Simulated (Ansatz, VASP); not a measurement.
## One calculation of SiO2, two programs

The input INCAR:

```
ALGO     = Normal         # electronic algorithm
EDIFF    = 1E-6           # SCF threshold, eV
ENCUT    = 520            # plane-wave cutoff, eV
GGA      = CA             # functional
ISIF     = 2              # what is computed and relaxed
ISMEAR   = 0              # smearing method
LASPH    = True           # aspherical terms in the spheres
LCHARG   = False          # write CHGCAR
LREAL    = False          # projectors in reciprocal space
LWAVE    = False          # write WAVECAR
NBANDS   = 25             # bands
NELM     = 60             # most SCF steps
PREC     = Accurate       # precision mode
SIGMA    = 0.05           # smearing width, eV
```

Contents of KPOINTS:

```
k-points
0
Gamma
  6 6 10
```

POSCAR

```
SiO2
1.0
    4.0000112476      0.0000000000      0.0000000000
    0.0000000000      4.0000112476      0.0000000000
    0.0000000000      0.0000000000      2.9636083333
Si O
2 4
Direct
    0.5000000000      0.5000000000      0.5000000000
    0.0000000000      0.0000000000      0.0000000000
    0.6944252994      0.6944252994      0.0000000000
    0.1944252994      0.8055747006      0.5000000000
    0.3055747006      0.3055747006      0.0000000000
    0.8055747006      0.1944252994      0.5000000000
```

Input for Ansatz:

```yaml
crystal:
  lattice:
    - [4.0000112476, 0.0, 0.0]
    - [0.0, 4.0000112476, 0.0]
    - [0.0, 0.0, 2.9636083333]
  atoms:
    - { symbol: Si, position: [0.5, 0.5, 0.5] }
    - { symbol: Si, position: [0.0, 0.0, 0.0] }
    - { symbol: O, position: [0.6944252994, 0.6944252994, 0.0] }
    - { symbol: O, position: [0.1944252994, 0.8055747006, 0.5] }
    - { symbol: O, position: [0.3055747006, 0.3055747006, 0.0] }
    - { symbol: O, position: [0.8055747006, 0.1944252994, 0.5] }
basis:
  ecutwfc: 520.0
kpoints:
  mp_grid: { grid: [6, 6, 10] }
hamiltonian:
  xc: lda
  pseudopotentials: { kind: paw, azcp: { folder: soft_1 } }
scf:
  occupations: { method: gaussian, width: 0.05 }
output:
  forces: true
  stress: true
  eigenvalues: true
```

Alike in both runs: task single point; functional LDA; k mesh 6 × 6 × 10; occupations gaussian, width 0.05 eV; no spin polarisation.

|  | VASP | Ansatz |
| --- | --- | --- |
| version | VASP 6.6.1 | Ansatz 0.2.0 |
| potentials or method | VASP PAW LDA potentials, release 64 (Si, O) | scalar-relativistic, plane waves, PAW |
| plane-wave cutoff (eV) | 520 | 520 |
| valence electrons in the cell | 32 | 32 |

VASP gave:

| Quantity | Value |
| --- | --- |
| gap on the k mesh at the Fermi level (eV) | 4.69 |
| least direct gap on the mesh (eV) | 4.69 |
| pressure (GPa) | -10.4 |
| largest component of the traceless stress (GPa) | 37.27 |
| rms of the force components (eV/Å) | 0.291 |

Estimate Ansatz's values.

gap on the k mesh at the Fermi level (eV): 4.69; least direct gap on the mesh (eV): 4.69; pressure (GPa): -11.4; largest component of the traceless stress (GPa): 37.19; rms of the force components (eV/Å): 0.304.

Atom by atom the forces differ by 0.013 eV/Å (rms over components). Ansatz warned: «pseudo_functional_mismatch».

A k mesh can miss the band edges.
